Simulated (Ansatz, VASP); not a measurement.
## Two plane-wave programs on NaHF2

Contents of INCAR:

```
SYSTEM = NaHF2
ALGO     = Normal         ! electronic algorithm
EDIFF    = 1E-7           ! SCF threshold, eV
ENCUT    = 520            ! plane-wave cutoff, eV
GGA      = PS             ! functional
ISIF     = 2              ! what is computed and relaxed
ISMEAR   = 0              ! smearing method
LASPH    = .True.         ! aspherical terms in the spheres
LCHARG   = .False.        ! write CHGCAR
LREAL    = .False.        ! projectors in reciprocal space
LWAVE    = .False.        ! write WAVECAR
NBANDS   = 19             ! bands
NELM     = 100            ! most SCF steps
PREC     = Accurate       ! precision mode
SIGMA    = 0.05           ! smearing width, eV
```

The input KPOINTS:

```
k-points
0
Gamma
  9 9 9
  0 0 0
```

The input POSCAR:

```
NaHF2
1.0
    1.8148674780      1.0478142270      4.4069271639
   -1.8148674780      1.0478142270      4.4069271639
    0.0000000000     -2.0956284539      4.4069271639
Na H F
1 1 2
Direct
    0.0000000000      0.0000000000      0.0000000000
    0.5000000000      0.5000000000      0.5000000000
    0.4100000000      0.4100000000      0.4100000000
    0.5900000000      0.5900000000      0.5900000000
```

Input for Ansatz:

```yaml
crystal:
  lattice:
    - [1.814867478, 1.047814227, 4.4069271639]
    - [-1.814867478, 1.047814227, 4.4069271639]
    - [0.0, -2.0956284539, 4.4069271639]
  atoms:
    - { symbol: Na, position: [0.0, 0.0, 0.0] }
    - { symbol: H, position: [0.5, 0.5, 0.5] }
    - { symbol: F, position: [0.41, 0.41, 0.41] }
    - { symbol: F, position: [0.59, 0.59, 0.59] }
basis:
  ecutwfc: 420
kpoints:
  mp_grid: { grid: [9, 9, 9] }
hamiltonian:
  xc: pbesol
scf:
  occupations: { method: gaussian, width: 0.05 }
output:
  forces: true
  stress: true
  eigenvalues: true
```

Change from the starting cell: strain +0.050 along x and y, -0.050 along z, atoms carried along.

Alike in both runs: task single point; functional PBEsol; k mesh 9 × 9 × 9; occupations gaussian, width 0.05 eV; no spin polarisation.

|  | VASP | Ansatz |
| --- | --- | --- |
| version | VASP 6.6.1 | Ansatz 0.2.0 |
| potentials or method | VASP PAW PBE potentials, release 64 (Na_pv, H, F) | scalar-relativistic, plane waves, PAW |
| plane-wave cutoff (eV) | 520 | 420 |
| valence electrons in the cell | 22 | 24 |

Ansatz gave:

```
gap on the k mesh at the Fermi level (eV)       : 6.64
least direct gap on the mesh (eV)               : 6.78
pressure (GPa)                                  : -2.9
largest component of the traceless stress (GPa) : 4.03
rms of the force components (eV/Å)              : 0.516
```

Q: What did VASP give for the same quantities?

A: gap on the k mesh at the Fermi level (eV): 6.62; least direct gap on the mesh (eV): 6.76; pressure (GPa): -2.9; largest component of the traceless stress (GPa): 3.66; rms of the force components (eV/Å): 0.493.

Atom by atom the forces differ by 0.023 eV/Å (rms over components). The functional is the same, so the differences come from potentials, cutoffs and numerics. The two sets of potentials don't hold the same shells in valence.

Caveats: the PAW data sets were made with another functional, which shifts forces and pressure a little (VASP); an odd mesh through Γ misses points on the zone boundary, where band edges often lie.
